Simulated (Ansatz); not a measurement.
**Bands of Hg**

```
Hg
1.0
     4.54000    0.00000    0.00000
    -2.27000    3.93176    0.00000
     0.00000    0.00000    3.87000
Hg
3
Direct
  0.33333 0.66667 0.50000
  0.00000 0.00000 0.00000
  0.66667 0.33333 0.50000
```

Atoms are numbered in the order listed.

The cell comes from COD entry 1538509, which wasn't checked; take it as a given geometry.

Spin–orbit coupling is left out, though it moves levels of the heavy atoms by tenths of an eV or more.

Method: DFT, PBE, all-electron LAPW, scalar-relativistic (Ansatz 0.2.0).

Sampling and basis: a Γ-centred 8×8×9 k mesh, Fermi–Dirac smearing of 0.05 eV, basis error target 0.5 meV/atom, no spin polarisation.

Points in fractions of the reciprocal vectors of this cell: Γ (0, 0, 0), M (0.5, 0, 0), K (0.333, 0.333, 0), A (0, 0, 0.5), L (0.5, 0, 0.5), H (0.333, 0.333, 0.5). The path joins them by straight lines in the order Γ–M–K–Γ–A–L–H–A–L; legs that retrace an earlier one aren't tabulated. Energies are in eV from the Fermi level.

(1) List the levels at Γ between -5 and 5 eV.

(2) List the levels at L between -5 and 5 eV.

(3) List the levels at K between -5 and 5 eV.

(4) What is the band gap?

## Answers

(1) 0.37, 1.90, 2.61, 3.57 (×2), 3.83 (×2).

(2) -3.98, -3.14, -2.34, -1.26, 2.29, 3.44, 3.85, 4.89.

(3) -5.00 (×2).

(4) none: bands cross the Fermi level, a metal.
